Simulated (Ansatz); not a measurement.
# CaO (Fm-3m): G0W0 and the choice of datasets

```cif
data_structure
_symmetry_space_group_name_H-M 'P 1'
_symmetry_Int_Tables_number 1
_cell_length_a 3.2821
_cell_length_b 3.2821
_cell_length_c 3.2821
_cell_angle_alpha 60.000
_cell_angle_beta 60.000
_cell_angle_gamma 60.000
_cell_volume 25.00
loop_
_atom_site_label
_atom_site_type_symbol
_atom_site_fract_x
_atom_site_fract_y
_atom_site_fract_z
_atom_site_occupancy
Ca1 Ca 0.00000 0.00000 0.00000 1
O1 O 0.50000 0.50000 0.50000 1
```

Held fixed (Ansatz):

```json
{"orbitals": "PBE", "k mesh": "4×4×4", "empty bands": "161", "response cutoff": "200 eV", "frequencies": "contour deformation", "q → 0 term": "analytic weight of Carrier, Rohra and Görling", "band sums": "cut at the band count"}
```

The gap is read from Γ to k = (0, -0.5, -0.5), linearised, between the Kohn-Sham band edges among the points solved. The direct gap is read between the top filled and lowest empty Kohn-Sham band at Γ. ε∞ is the electronic dielectric constant on this mesh.

```tsv
datasets, wave cutoff	KS gap (eV)	G0W0 gap (eV)	direct at Γ (eV)	ε∞
all-electron, 3300 eV	3.59	5.78	7.38	3.8
hard PAW, 700 eV	3.59	5.79	7.37	3.8
hand-made PAW, accurate, 900 eV	3.59	5.77	7.37	3.8
hand-made PAW, 930 eV	3.59	5.77	7.38	3.8
JTH PAW, 700 eV	3.58	5.77	7.29	3.8
soft PAW (1st gen.), 420 eV	3.59	5.82	7.32	3.8
norm-conserving, 1240 eV	3.59	5.70	7.19	3.8
all-electron, no relativity, 3300 eV	3.55	5.74	7.48	3.8
```

Farthest from all-electron, 3300 eV in the G0W0 gap: norm-conserving, 1240 eV (-0.08 eV). The nearest differs by 0.004 eV.

The cell is a model at fixed atoms and needn't be the relaxed known crystal. Soft PAW datasets can miss an all-electron G0W0 gap by more than 5 %. With norm-conserving pseudopotentials the core–valence exchange is only approximate, which can shift gaps by tenths of an eV and RPA lattice constants by most of a per cent. Points k are given in fractions of the reciprocal vectors. The mesh is coarse, so these are values at the stated settings, not converged ones. Band sums or response are cut, so the gap isn't at its basis limit. The gap is read on the mesh, and the crystal's band edges can lie off it.
